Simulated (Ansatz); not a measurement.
**S: pressure against volume**

S, R-3, a = 10.566 Å, c = 4.184 Å. This isn't the element's structure at ambient conditions. Ansatz: PBE+D3(BJ), PAW, 420 eV, Γ-centred 9×9×9 mesh on 6 atoms, Gaussian smearing 0.02 eV; no spin polarisation. Shape and atoms are relaxed at each volume; pressure is positive in compression.

```
V (Å³/atom) P (GPa)
     19.776     2.35
     20.450     1.53
     21.124     0.89
     21.798     0.39
     22.472     0.01
     23.147    -0.30
     23.821        ?
     24.720    -0.76
```

Problem. Take V0 = 22.472 Å³/atom, count pressures from its P0 = 0.01 GPa, fit the third-order Birch–Murnaghan form to the other rows, and predict the missing pressure.

Solution. With the Eulerian strain f = ½[(V0/V)^(2/3) − 1] and y = (P − P0)/[3f(1 + 2f)^(5/2)], the form is the line y = B0 + 1.5 B0 (B0′ − 4) f. Rows (f, y): 0.04447, 14.17; 0.03244, 13.35; 0.02105, 12.57; 0.01025, 11.75; -0.00977, 11.11; -0.03079, 9.77. Means f = 0.01128, y = 12.120; Σ(Δf)² = 0.003859, ΣΔfΔy = 0.2190; the slope is their ratio. y = 11.48 + 56.75 f GPa, so B0 = 11.5 GPa and B0′ = 4 + 2 × (56.75)/(3 × 11.48) = 7.30. At V = 23.821, f = -0.01906, y = 10.398 and P = -0.53 GPa. The run gave -0.53 GPa, the same to the digits shown.